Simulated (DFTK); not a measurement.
Runs of DFTK 0.8.2 on AlCo. It takes space group Pm-3m (No. 221, cubic). Conventional cell: a = 2.819 Å, b = 2.819 Å, c = 2.819 Å, α = 90.00°, β = 90.00°, γ = 90.00°. Co (site symmetry m-3m) has 8 Al at 2.44 Å as nearest neighbours. Al (site symmetry m-3m) has 8 Co at 2.44 Å as nearest neighbours. The cell is a database's computed one.

```csv
task,level,potentials or basis,U,k mesh,start of the occupations,symmetries used,mesh quality,gap on the mesh (eV),pressure (GPa),moment (μB)
single point,LDA+U,dojo.nc.sr.lda.v0_4_1.standard.upf (LDA),Co d U = 8 eV,4 × 4 × 4,half filled (the program's default),no,coarse,none,15.3,(b)
single point,LDA+U,dojo.nc.sr.lda.v0_4_1.standard.upf (LDA),Co d U = 0 eV,4 × 4 × 4,half filled (the program's default),no,coarse,none,-3.2,0.46
single point,LDA+U,dojo.nc.sr.lda.v0_4_1.standard.upf (LDA),Co d U = 3 eV,4 × 4 × 4,half filled (the program's default),no,coarse,none,-5.1,0.47
single point,LDA+U,dojo.nc.sr.lda.v0_4_1.standard.upf (LDA),Co d U = 1.5 eV,4 × 4 × 4,half filled (the program's default),no,coarse,none,(a),0.47
single point,LDA+U,dojo.nc.sr.lda.v0_4_1.standard.upf (LDA),Co d U = 4.5 eV,4 × 4 × 4,half filled (the program's default),no,coarse,none,-5.8,0.47
```

Alike in all rows: spin collinear, ferromagnetic start; cell as given; cutoff (eV) 1306; smearing fermi-dirac 0.05 eV.

Task: Fill in the values left out.

Result: (a) -4.2; (b) 1.09.

Caveats: all runs use coarse meshes; the Hubbard orbitals reach further out than in other programs, which can move energies by up to some tens of meV an atom; the U is typed as a test and isn't derived for this compound.

A gap of «none» marks a metal or a gap under the smearing width.
